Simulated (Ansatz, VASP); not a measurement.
## One calculation of SrTe, two programs

```
CELL_PARAMETERS angstrom
0.00000 3.40012 3.40012
3.40012 0.00000 3.40012
3.40012 3.40012 0.00000
ATOMIC_POSITIONS crystal
Sr 0.00000 0.00000 0.00000
Te 0.50000 0.50000 0.50000
```

Alike in both runs: task single point; functional PBEsol; k mesh 6 × 6 × 6; occupations gaussian, width 0.1 eV; no spin polarisation.

|  | VASP | Ansatz |
| --- | --- | --- |
| version | VASP 6.6.1 | Ansatz 0.2.0 |
| potentials or method | VASP PAW PBE potentials, release 64 (Sr_sv, Te) | scalar-relativistic, plane waves, PAW |
| plane-wave cutoff (eV) | 520 | 420 |
| valence electrons in the cell | 16 | 26 |

|  | VASP | Ansatz | Ansatz less VASP |
| --- | --- | --- | --- |
| gap on the k mesh at the Fermi level (eV) | 1.76 | 1.78 | +0.023 |
| least direct gap on the mesh (eV) | 2.44 | 2.45 | +0.007 |
| pressure (GPa) | -2.5 | -2.6 | -0.10 |

The two sets of potentials don't hold the same shells in valence.

Caveats: the PAW data sets were made with another functional, which shifts forces and pressure a little (VASP); spin-orbit coupling is left out, which moves the levels of the heavy elements. A k mesh can miss the band edges.
